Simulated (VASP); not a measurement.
# Li (P6_3/mmc) in VASP: single point with PBE+D3(BJ)

Aim: the single point of Li with PBE+D3(BJ).

All numbers are computed with VASP 6.6.1; they aren't measurements. Logs are shortened: lines on timing, memory, paths and dates and some standing lists are left out, and cuts for length are marked.

## (1) The crystal as given

Symmetry: P6_3/mmc, No. 194, hexagonal system. Conventional cell: a = 3.111 Å, b = 3.111 Å, c = 5.093 Å, α = 90.00°, β = 90.00°, γ = 120.00°. Li (site symmetry -6m2) has 12 Li at 3.11 to 3.12 Å as nearest neighbours.

This isn't the form of Li at room conditions, which is bcc.

## (2) Single point, PBE+D3(BJ)

Input file INCAR:

```
PREC     = Accurate       # precision mode
ENCUT    = 520            # plane-wave cutoff, eV
EDIFF    = 1E-6           # SCF threshold, eV
ISMEAR   = 0              # smearing method
SIGMA    = 0.1            # smearing width, eV
LREAL    = F              # projectors in reciprocal space
LASPH    = T              # aspherical terms in the spheres
NELM     = 80             # most SCF steps
ALGO     = Fast           # electronic algorithm
ISIF     = 2              # what is computed and relaxed
LWAVE    = F              # write WAVECAR
LCHARG   = F              # write CHGCAR
GGA      = PE             # functional
IVDW     = 12             # dispersion correction
NBANDS   = 10             # bands
```

Input file KPOINTS:

```
Automatic mesh
0
Gamma
  6 6 4
```

Input file POSCAR:

```
Li
1.0
    3.1110021516      0.0000000000      0.0000000000
   -1.5555010758      2.6942068945      0.0000000000
    0.0000000000      0.0000000000      5.0930000000
Li
2
Direct
    0.3333333333      0.6666666667      0.2500000000
    0.6666666667      0.3333333333      0.7500000000
```

Potentials or basis: VASP PAW PBE potentials, release 64 (Li_sv).

On the command line:

```sh
$ cat potpaw_PBE.64/Li_sv/POTCAR > POTCAR
$ mpirun -np 1 vasp_std > vasp.out
```

OUTCAR:

```text
PREC = Accurate
   ENCUT = 520
   EDIFF = 1E-6
   ISMEAR = 0
   LREAL = F
   LASPH = T
   NELM = 80
   ISIF = 2
   GGA = PE
   IVDW = 12
 IVDW          = 12

 ion  position               nearest neighbor table
   1  0.333  0.667  0.250-
   2  0.667  0.333  0.750-

  LATTYP: Found a hexagonal cell.
 ALAT       =     3.1110021516
 C/A-ratio  =     1.6370930497

  Lattice vectors:

 A1 = (   3.1110021516,   0.0000000000,   0.0000000000)
 A2 = (  -1.5555010758,   2.6942068945,   0.0000000000)
 A3 = (   0.0000000000,   0.0000000000,   5.0930000000)

Analysis of symmetry for initial positions (statically):
=====================================================================
 Subroutine PRICEL returns:
 Original cell was already a primitive cell.

 Routine SETGRP: Setting up the symmetry group for a
 hexagonal supercell.

 Subroutine GETGRP returns: Found 24 space group operations
 (whereof 12 operations were pure point group operations)
 out of a pool of 24 trial point group operations.

The static configuration has the point symmetry D_3d.
 The point group associated with its full space group is D_6h.

Analysis of symmetry for dynamics (positions and initial velocities):
=====================================================================
 Subroutine PRICEL returns:
 Original cell was already a primitive cell.

 Routine SETGRP: Setting up the symmetry group for a
 hexagonal supercell.

 Subroutine GETGRP returns: Found 24 space group operations
 (whereof 12 operations were pure point group operations)
 out of a pool of 24 trial point group operations.

The dynamic configuration has the point symmetry D_3d.
 The point group associated with its full space group is D_6h.

 Subroutine INISYM returns: Found 24 space group operations
 (whereof 12 operations are pure point group operations),
 and found     1 'primitive' translations

----------------------------------------------------------------------------------------

                                     Primitive cell

  volume of cell :      42.6879

  direct lattice vectors                    reciprocal lattice vectors
     3.111002152  0.000000000  0.000000000     0.321439829  0.185583372  0.000000000
    -1.555501076  2.694206895  0.000000000     0.000000000  0.371166744  0.000000000
     0.000000000  0.000000000  5.093000000     0.000000000  0.000000000  0.196347929

  length of vectors
     3.111002152  3.111002152  5.093000000     0.371166744  0.371166744  0.196347929

  position of ions in fractional coordinates (direct lattice)
     0.333333333  0.666666667  0.250000000
     0.666666667  0.333333333  0.750000000

  ion indices of the primitive-cell ions
   primitive index   ion index
                 1           1
                 2           2

----------------------------------------------------------------------------------------

 KPOINTS: Automatic mesh

Automatic generation of k-mesh.
 Grid dimensions read from file:
 generate k-points for:    6    6    4

 Generating k-lattice:

  Cartesian coordinates                     Fractional coordinates (reciprocal lattice)
     0.053573305  0.030930562  0.000000000     0.166666667  0.000000000  0.000000000
     0.000000000  0.061861124  0.000000000     0.000000000  0.166666667  0.000000000
     0.000000000  0.000000000  0.049086982     0.000000000  0.000000000  0.250000000

  Length of vectors
     0.061861124  0.061861124  0.049086982

  Shift w.r.t. Gamma in fractional coordinates (k-lattice)
     0.000000000  0.000000000  0.000000000

 Subroutine IBZKPT returns following result:
 ===========================================

 Found     21 irreducible k-points:

 Following reciprocal coordinates:
            Coordinates               Weight
  0.000000  0.000000  0.000000      1.000000
  0.166667 -0.000000  0.000000      6.000000
  0.333333 -0.000000  0.000000      6.000000
  0.500000 -0.000000  0.000000      3.000000
  0.166667  0.166667  0.000000      6.000000
  0.333333  0.166667  0.000000     12.000000
[... 13 lines left out ...]
  0.333333  0.166667  0.500000     12.000000
  0.333333  0.333333  0.500000      2.000000
   k-points           NKPTS =     21   k-points in BZ     NKDIM =     21   number of bands    NBANDS=     10
   number of dos      NEDOS =    301   number of ions     NIONS =      2
   total plane-waves  NPLWV =  23040
   dimension x,y,z NGX =    24 NGY =   24 NGZ =   40
   dimension x,y,z NGXF=    48 NGYF=   48 NGZF=   80
   ions per type =               2
   NGX,Y,Z   is equivalent  to a cutoff of  12.83, 12.83, 13.06 a.u.
   NGXF,Y,Z  is equivalent  to a cutoff of  25.65, 25.65, 26.11 a.u.
 SYSTEM =  unknown system
   PREC   = accura    normal or accurate (medium, high low for compatibility)
   ISTART =      0    job   : 0-new  1-cont  2-samecut
   ICHARG =      2    charge: 1-file 2-atom 10-const
   ISPIN  =      1    spin polarized calculation?
   LNONCOLLINEAR =      F non collinear calculations
   LSORBIT =      F    spin-orbit coupling
   LASPH  =      T    aspherical Exc in radial PAW
   ENCUT  =  520.0 eV  38.22 Ry    6.18 a.u.   5.78  5.78  9.47*2*pi/ulx,y,z
   NELM   =     80;   NELMIN=  2; NELMDL= -5     # of ELM steps
   EDIFF  = 0.1E-05   stopping-criterion for ELM
   LREAL  =      F    real-space projection
   EDIFFG = 0.1E-04   stopping-criterion for IOM
   NSW    =      0    number of steps for IOM
   IBRION =     -1    ionic relax: 0-MD 1-quasi-New 2-CG
   NFREE  =      0    steps in history (QN), initial steepest desc. (CG)
   ISIF   =      2    stress and relaxation
   ISYM   =      2    0-nonsym 1-usesym 2-fastsym
   POTIM  = 0.5000    time-step for ionic-motion
   TEBEG  =    0.0;   TEEND  =   0.0 temperature during run
   PSTRESS=    0.0 pullay stress
   NELECT =       6.0000    total number of electrons
   NUPDOWN=      -1.0000    fix difference up-down
   EMIN   =  10.00;   EMAX   =-10.00  energy-range for DOS
   EFERMI =   0.00;   METHOD = LEGACY
   ISMEAR =     0;   SIGMA  =   0.10  broadening in eV -4-tet -1-fermi 0-gaus
   EFERMI_NEDOS =   21; number of points for ismear=-14 and -15
   IALGO  =     68    algorithm
   IMIX   =      4    mixing-type and parameters
     AMIX     =   0.40;   BMIX     =  1.00
     AMIX_MAG =   1.60;   BMIX_MAG =  1.00
  volume/ion in A,a.u.               =      21.34       144.04
  Fermi-wavevector in a.u.,A,eV,Ry     =   0.851184  1.608505  9.857621  0.724515
  Thomas-Fermi vector in A             =   1.967278
   LORBIT       =      0    0 simple, 1 ext, 2 COOP (PROOUT), +10 PAW based schemes
   GGA     = PE    functional components
   LHFCALC =     F    Hartree Fock is set to
   AEXX    =    0.0000 exact exchange contribution
   IVDW    =    12    specifies the selected vdW correction
   LEPSILON=     F    determine dielectric tensor
   LRPA    =     F    only Hartree local field effects (RPA)
 non-spin polarized calculation
 RMM-DIIS sequential band-by-band and
 Gauss-broadening in eV      SIGMA  =   0.10
  energy-cutoff  :      520.00
  volume of cell :       42.69
 maximum number of plane-waves:      1182
 NGX is ok and might be reduce to    24
   NGX = 11   NGY = 11   NGZ = 19

 number of electron       5.9999991 magnetization

 Free energy of the ion-electron system (eV)
  ---------------------------------------------------
  ext. energy  EPLUGINS =         0.00000000
  ---------------------------------------------------
  free energy    TOTEN  =        -3.80826689 eV

  energy without entropy =       -3.80374712  energy(sigma->0) =       -3.80600701

 E-fermi :   0.3730     XC(G=0):  -6.9198

 val. band max:        0.2725246321   @ k =   0.3333   0.1667   0.2500
 cond. band min:       0.4175253789   @ k =   0.5000  -0.0000   0.0000
 fundamental gap:      0.1450007469
 Fermi energy:         0.3730298320

 k-point     1 :       0.0000    0.0000    0.0000
  band No.  band energies     occupation
      1     -46.1317      2.00000
      2     -46.1174      2.00000
      3      -3.0087      2.00000
      4       0.4782      0.13677
      5       3.2206      0.00000
      6      12.5223      0.00000
      7      12.5223      0.00000
      8      13.8727      0.00000
      9      13.8727      0.00000
     10      14.3936      0.00000

 k-point     2 :       0.1667   -0.0000    0.0000
  band No.  band energies     occupation
      1     -46.1285      2.00000
      2     -46.1158      2.00000
      3      -2.5746      2.00000
      4       1.0419      0.00000
      5       3.3877      0.00000
      6       9.3951      0.00000
      7      10.7420      0.00000
      8      13.5127      0.00000
      9      13.5378      0.00000
     10      14.0988      0.00000

 k-point     3 :       0.3333   -0.0000    0.0000
  band No.  band energies     occupation
      1     -46.1214      2.00000
      2     -46.1132      2.00000
      3      -1.2766      2.00000
      4       2.7199      0.00000
      5       3.2554      0.00000
      6       6.2991      0.00000
      7       9.1874      0.00000
      8       9.4790      0.00000
      9      10.1038      0.00000
     10      13.1212      0.00000

 k-point     4 :       0.5000   -0.0000    0.0000
  band No.  band energies     occupation
      1     -46.1171      2.00000
      2     -46.1125      2.00000
      3       0.4175      0.52918
      4       1.4693      0.00000
      5       5.0182      0.00000
      6       6.1449      0.00000
      7       6.4596      0.00000
      8       8.0501      0.00000
      9       8.6511      0.00000
     10      12.6672      0.00000
[... 183 lines left out ...]
 k-point    19 :       0.1667    0.1667    0.5000
  band No.  band energies     occupation
      1     -46.1185      2.00000
      2     -46.1185      2.00000
      3      -0.5983      2.00000
      4      -0.5983      2.00000
      5       7.7991      0.00000
      6       7.7991      0.00000
      7       8.3159      0.00000
      8       8.3159      0.00000
      9      10.7014      0.00000
     10      10.7014      0.00000

 k-point    20 :       0.3333    0.1667    0.5000
  band No.  band energies     occupation
      1     -46.1148      2.00000
      2     -46.1148      2.00000
      3       1.0205      0.00000
      4       1.0205      0.00000
      5       4.5991      0.00000
      6       4.5991      0.00000
      7       7.8089      0.00000
      8       7.8089      0.00000
      9      11.2255      0.00000
     10      11.2255      0.00000

 k-point    21 :       0.3333    0.3333    0.5000
  band No.  band energies     occupation
      1     -46.1136      2.00000
      2     -46.1136      2.00000
      3       2.5926      0.00000
      4       2.5926      0.00000
      5       3.1700      0.00000
      6       3.1700      0.00000
      7       6.4393      0.00000
      8       6.4393      0.00000
      9      11.8439      0.00000
     10      11.8439      0.00000

------------------------ aborting loop because EDIFF is reached ----------------------------------------

 Edisp (eV)   -0.32112

 E8    (eV) :    -0.1339

  FORCE on cell =-STRESS in cart. coord.  units (eV):
  Direction    XX          YY          ZZ          XY          YZ          ZX
  --------------------------------------------------------------------------------------
  -------------------------------------------------------------------------------------
  Total      -0.37751    -0.37751    -0.77001     0.00000    -0.00000     0.00000
  in kB     -14.16881   -14.16881   -28.90041     0.00000    -0.00000     0.00000
  external pressure =      -19.08 kB  Pullay stress =        0.00 kB

 VOLUME and BASIS-vectors are now :
 -----------------------------------------------------------------------------
  energy-cutoff  :      520.00
  volume of cell :       42.69
      direct lattice vectors                 reciprocal lattice vectors
     3.111002152  0.000000000  0.000000000     0.321439829  0.185583372  0.000000000
    -1.555501076  2.694206895  0.000000000     0.000000000  0.371166744  0.000000000
     0.000000000  0.000000000  5.093000000     0.000000000  0.000000000  0.196347929

 POSITION                                       TOTAL-FORCE (eV/Angst)
 -----------------------------------------------------------------------------------
     -0.00000      1.79614      1.27325         0.000000     -0.000000      0.000000
      1.55550      0.89807      3.81975        -0.000000      0.000000      0.000000
 -----------------------------------------------------------------------------------
    total drift:                               -0.000000      0.000000      0.000000

  FREE ENERGIE OF THE ION-ELECTRON SYSTEM (eV)
  ---------------------------------------------------
  free  energy   TOTEN  =        -4.1293880098 eV

  energy  without entropy=       -4.1248682412  energy(sigma->0) =       -4.12712813
```

It took 5.1 s on 1 thread of Intel Xeon 6975P-C (Granite Rapids), shared host; peak memory 0.15 GiB.

What came out:

```yaml
Free_energy: -4.1294 eV
Band_gap_on_the_k_mesh: none (metal or under the smearing width)
Dispersion_energy_per_atom: -0.161 eV
```

Levels at points of the mesh, in eV from the Fermi level:
| k point | band 1 | band 2 | band 3 | band 4 | band 5 | band 6 |
| --- | --- | --- | --- | --- | --- | --- |
| (0.00, 0.00, 0.00) | -46.50 | -46.49 | -3.38 | 0.11 | 2.85 | 12.15 |
| (0.50, 0.00, 0.00) | -46.49 | -46.49 | 0.04 | 1.10 | 4.65 | 5.77 |
| (0.00, 0.00, 0.50) | -46.50 | -46.50 | -2.29 | -2.29 | 7.76 | 7.76 |
| (0.50, 0.00, 0.50) | -46.49 | -46.49 | 0.79 | 0.79 | 3.45 | 3.45 |

Caveat: the k mesh is coarse (spacing up to 0.39 Å⁻¹), so the values aren't converged; the cutoff is under 1.25 times the usual one of these potentials, so pressure, stress and relaxed cells hold a basis-set (Pulay) error; pairwise dispersion overbinds metals, which lowers pressure and volume.
